## What a finite set of waves leaves out of In₃Sb

With waves of every length, a plane-wave calculation could draw any orbital. With only the longest wave it could draw none but a constant. The wave cutoff $E_c$ places a real calculation between these limits: it admits waves up to the wave number $k=\sqrt{2mE_c}/\hbar$, where $m$ is the electron mass. The questions below follow what is lost beyond that limit. The cell has the Cu₃Au structure, in which each atom has twelve nearest neighbours.

Cutoff error for In₃Sb (Cu₃Au type, a = 4.837 Å, fixed geometry) against a reference at 850 eV. Ansatz 0.2.0, plane-wave PAW, PBEsol, scalar-relativistic, no spin polarisation, 10×10×10 k mesh, Gaussian smearing of 0.1 eV. Energies are extrapolated to zero smearing; pressures are positive in compression and corrected for the finite cutoff.

| wave cutoff (eV) | energy less reference (meV/atom) | pressure less reference (GPa) | plane waves at gamma |
| --- | --- | --- | --- |
| 150 | 60600 | -31.7 | 461 |
| 200 | 8480 | -4.62 | 739 |
| 250 | 965 | -0.726 | 1021 |
| 300 | 72.6 | 0.169 | 1357 |
| 350 | 3.55 | 0.011 | 1743 |
| 380 | 1.94 | 0.01 | 1935 |
| 420 | 1.29 | 0.003 | 2205 |
| 460 | 0.566 | 0 | 2517 |
| 520 | 0.291 | 0 | 2969 |
| 600 | 0.145 | 0 | 3791 |
| 700 | 0.033 | 0 | 4729 |

### 1. In which direction does the energy err?

It is too high against the reference in every row, and it falls at each step. More waves give the orbitals more freedom, and the variational principle lets them use it only to lower the energy. The density grid is refined together with the waves here, so theory does not strictly guarantee this order, but the table follows it.

### 2. What does a doubled cutoff cost?

The admitted waves fill a sphere of radius $k$, so their number is $N=\Omega k^3/(6\pi^2)$, with $\Omega$ the cell volume. Since $k$ grows as $\sqrt{E_c}$, a doubled cutoff needs $2^{1.5}\approx2.8$ times as many waves. From 300 to 600 eV the count indeed rises from 1357 to 3791. A cell of twice the volume would need twice as many waves at the same cutoff.

### 3. Which electrons miss the short waves most?

At 200 eV the total energy is wrong by 8480 meV/atom, yet the Fermi energy and the overlap of the bands around it are each wrong by only about 0.1 eV. The states near the Fermi level are therefore described fairly well, which points to deeper, more compact ones. The natural candidates are the 4d shells, which are full on both elements and hold ten electrons an atom. The calculation does not divide the error between orbitals or elements, so whether In or Sb is the harder one stays open.

### 4. Can the early fall be extended to higher cutoffs?

Take a Gaussian orbital of width $a$. Its weight at wave number $k$ falls as $e^{-k^2a^2}$, so the error should fall roughly as $e^{-E_c/E_0}$, with a constant $E_0=\hbar^2/(2ma^2)$. Evaluated between neighbouring rows, $E_0$ shrinks from 25 to 17 eV on the way to 350 eV, which would mean a width of a few tenths of an ångström. That is compact, but only a rough figure. Powers of $k$ multiply the exponential, more of them for a d shell, and they are expected to slow the fall most at low cutoffs, so $E_0$ would drift in this direction even for a single Gaussian. In the PAW method, moreover, the waves carry only the smoothed part of an orbital, so this width depends on the dataset as well as on the atom.

Beyond 350 eV this picture fails. The error drops twentyfold from 300 to 350 eV, but less than threefold over the next 70 eV. A line drawn through the steep part would promise far too much accuracy, and the table does not reveal what causes the slow tail.

### 5. Why does the pressure suffer so much less?

Stretch the cell while keeping the same set of waves. All wavelengths grow with it, so the effective cutoff falls as $\Omega^{-2/3}$ and the energy rises for a purely numerical reason. The cell seems to resist expansion, and the pressure acquires a false part, the Pulay stress:

$$P_\text{Pulay}=\frac{2}{3V}\,\frac{dE}{d\ln E_c},$$

where $E$ and $V$ are the energy and volume per atom.

Between 300 and 350 eV the energy changes by $3.55-72.6\approx-69$ meV/atom, while $\ln E_c$ grows by 0.154. With $V=28.29$ Å³ this gives $\tfrac23(-0.069/0.154)/28.29\approx-0.0106$ eV/Å³, or about −1.7 GPa. The tabulated pressures are already corrected for this effect, and their errors at the two ends are only 0.169 and 0.011 GPa.

What remains after an accurate correction is the change of the energy error with volume at fixed cutoff. Up to 250 eV, an expansion by 1 % changes that error by only about a tenth of a percent of itself. In this range the error travels with the atoms almost unchanged, as it should if it belongs to compact shells. From 300 to 420 eV the change has the opposite sign and lies between 0.4 and 0.9 %, which is no longer little beside a volume change of 1 %. What keeps the corrected pressure good at these cutoffs is that the energy error itself has become small.

### 6. What would another element change?

By the same reasoning, and with datasets smoothed to a similar degree, an atom whose valence states are all broad would need a lower cutoff, and one with a tighter shell a higher one. In a compound the most demanding atom sets the cutoff, so replacing only the other element should gain little. This is an inference from the mechanism; a test would need the same series for other elements.

### 7. Which digits can be trusted?

The energy error first drops below 1 meV/atom at 460 eV. Ansatz itself warns in every run up to 380 eV that the cutoff is below the recommended value. Comparing a 300 eV run with a 420 eV run would create a false difference of 71 meV/atom. At equal cutoffs such errors usually cancel in part, though one compound cannot show how far.

A small pressure error is weaker evidence, because it changes sign between 250 and 300 eV and may be small merely by crossing zero. Forces offer no test in this cell, since symmetry fixes them at zero. The last energies also need care: 0.033 meV/atom at 700 eV is the distance to a reference at 850 eV, not to an infinite set of waves. Nor does convergence in the cutoff test the PAW datasets, which were made for PBE and are used here with PBEsol. The output below gives the sphere's estimate of the wave count for all rows, and the decay energies and Pulay estimates from 200 eV on.

The analysis program printed:

```
Basis and decay:
  row  sphere count  count miss %  half wavelength A  e-fold eV  Pulay term GPa
  150         472.1         2.404             0.5007        n/a             n/a
  200         726.8        -1.648             0.4336      25.42            -684
  250          1016       -0.5128             0.3878      23.01          -127.1
  300          1335        -1.602              0.354      19.33          -18.48
  350          1683        -3.464             0.3278      16.57          -1.691
  380          1904        -1.627             0.3146      49.65        -0.07391
  420          2212         0.311             0.2992      98.03        -0.02452
  460          2535        0.7248             0.2859      48.56        -0.03005
  520          3047         2.631             0.2689      90.19       -0.008468
  600          3777       -0.3778             0.2503      114.8       -0.003852
  700          4759        0.6377             0.2318      67.56       -0.002743
Bands and volume:
  row  Fermi shift meV  overlap shift meV  error change for 1 % expansion in % of error
  150            0.371             -594.8                                       0.09237
  200            75.77             -103.5                                        0.0962
  250            22.05             -15.68                                        0.1328
  300            5.295               0.28                                       -0.4111
  350            0.779               0.09                                       -0.5472
  380            0.379              0.192                                       -0.9102
  420            0.156               0.08                                       -0.4107
  460            0.013              -0.01                                             0
  520           -0.055             -0.028                                             0
  600           -0.017             -0.005                                             0
  700            0.016              0.007                                             0
Energy error at 300 eV over that at 350 eV: 20.45
Energy error at 350 eV over that at 420 eV: 2.752
Plane waves at 600 eV over those at 300 eV: 2.794
Smallest Gaussian length in the steep part, A: 0.3871
Largest Gaussian length in the steep part, A: 0.4796
Plane waves at 700 eV over those at 420 eV: 2.145
Energy drop from 420 to 700 eV, meV/atom: 1.257
False difference if a 300 eV run is compared with a 420 eV run, meV/atom: 71.31
Rough volume error at 300 eV for an assumed bulk modulus of 40 GPa, %: 0.4225
Energy drop from 600 to 700 eV, meV/atom: 0.112
Lowest cutoff in the table with an energy error below 1 meV/atom, eV: 460
```
